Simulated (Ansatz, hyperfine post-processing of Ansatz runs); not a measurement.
# Na3NiPCO7: isotropic lines and sites in a paramagnetic 31P spectrum

Calculated values: DFT, r2SCAN, plane-wave PAW, default files (PAW set soft_2), collinear spin, scalar-relativistic (Ansatz), contact and point-dipole shifts scaled to 320 K with Θ = 0 K (a pure Curie law); spin-only moments, above the ordering temperature.

```cif
data_structure
_symmetry_space_group_name_H-M 'P 1'
_symmetry_Int_Tables_number 1
_cell_length_a 5.1273
_cell_length_b 6.5868
_cell_length_c 8.8262
_cell_angle_alpha 90.000
_cell_angle_beta 90.733
_cell_angle_gamma 90.000
_cell_volume 298.06
loop_
_atom_site_label
_atom_site_type_symbol
_atom_site_fract_x
_atom_site_fract_y
_atom_site_fract_z
_atom_site_occupancy
Ni1 Ni 0.22041 0.25000 0.34804 1
Ni2 Ni 0.77959 0.75000 0.65196 1
P3 P 0.29031 0.75000 0.41576 1
P4 P 0.70969 0.25000 0.58424 1
Na5 Na 0.23203 0.75000 0.08185 1
Na6 Na 0.76797 0.25000 0.91815 1
Na7 Na 0.74853 0.50494 0.27010 1
Na8 Na 0.25147 0.00494 0.72990 1
Na9 Na 0.25147 0.49506 0.72990 1
Na10 Na 0.74853 0.99506 0.27010 1
O11 O 0.41189 0.25000 0.55074 1
O12 O 0.58811 0.75000 0.44926 1
O13 O 0.14493 0.75000 0.56637 1
O14 O 0.85507 0.25000 0.43363 1
O15 O 0.78004 0.06325 0.68312 1
O16 O 0.21996 0.56325 0.31688 1
O17 O 0.21996 0.93675 0.31688 1
O18 O 0.78004 0.43675 0.68312 1
O19 O 0.29315 0.25000 0.91923 1
O20 O 0.70685 0.75000 0.08077 1
O21 O 0.48083 0.25000 0.14996 1
O22 O 0.51917 0.75000 0.85004 1
O23 O 0.05081 0.25000 0.12808 1
O24 O 0.94919 0.75000 0.87192 1
C25 C 0.27570 0.25000 0.06368 1
C26 C 0.72430 0.75000 0.93632 1
```

31P MAS at 7.05 T (121.6 MHz), 30 kHz, 320 K; contact and dipolar shift alone, no orbital or quadrupolar part; lines under 1.5 % of the strongest are left out. NMR lines, with heights relative to the strongest:

```tsv
position (ppm)	intensity
3323.8	1.7
3570.5	8.6
3817.1	100
4063.8	10
```

**Question.** Which lines are isotropic ones rather than spinning sidebands, and which P atoms give them?

Sidebands are spaced by 247 ppm (the spinning rate over the resonance of 121.6 MHz). An isotropic line need not be the tallest: it is the area-weighted centre of its own family of sidebands, and the one that stays put when the rate is changed. Isotropic shifts: 3817 ppm for atom 3 and the 1 atom equivalent to it (4 Ni through links of 129 to 136° (3) and 142° (1)), reduced anisotropy -257 ppm.

[Logs are printed without paths, hosts, clocks, repeated set-up lines and the standing remarks that a program may print on its own settings, such as how far it seeks lower states.]

[Hosts, paths, dates, database ids (printed as entryN), source tags and the programs' standing remarks are cut or masked in the printed files.]
